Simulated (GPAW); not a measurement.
# Li2S: equation of state with PW91

Crystal: Li2S.

```
S Li
1.0
     0.00000    2.84450    2.84450
     2.84450    0.00000    2.84450
     2.84450    2.84450    0.00000
S Li
1 2
Direct
  0.00000 0.00000 0.00000
  0.75000 0.75000 0.75000
  0.25000 0.25000 0.25000
```

```yaml
Program: GPAW 26.7.0
Task: equation of state
Functional: PW91
Potentials_or_basis: PAW data sets generated in the run's folder for this functional
Cutoff: 800 eV
Basis: pw
k_mesh: 7 × 7 × 7
Occupations: fermi-dirac, width 0.05 eV
Spin: no spin polarisation
Maxiter: 150
Eos_scales: "[0.94, 0.96, 0.98, 1.0, 1.02, 1.04, 1.06]"
```

```json
{
  "Equilibrium volume": "15.54 Å³/atom",
  "Bulk modulus": "40 GPa",
  "Pressure derivative of the bulk modulus": "3.9"
}
```

Energy against volume, from the lowest point:
| volume (Å³/atom) | energy (meV/atom) |
| --- | --- |
| 14.423 | 11.40 |
| 14.730 | 5.76 |
| 15.037 | 2.10 |
| 15.344 | 0.23 |
| 15.650 | 0.00 |
| 15.957 | 1.25 |
| 16.264 | 3.84 |

It took 110 s on 1 thread of Intel(R) Xeon(R) CPU @ 2.80GHz (Skylake/Cascade Lake), on a shared host, peak memory 0.26 GiB.

Zero-point motion and thermal expansion aren't in these numbers.
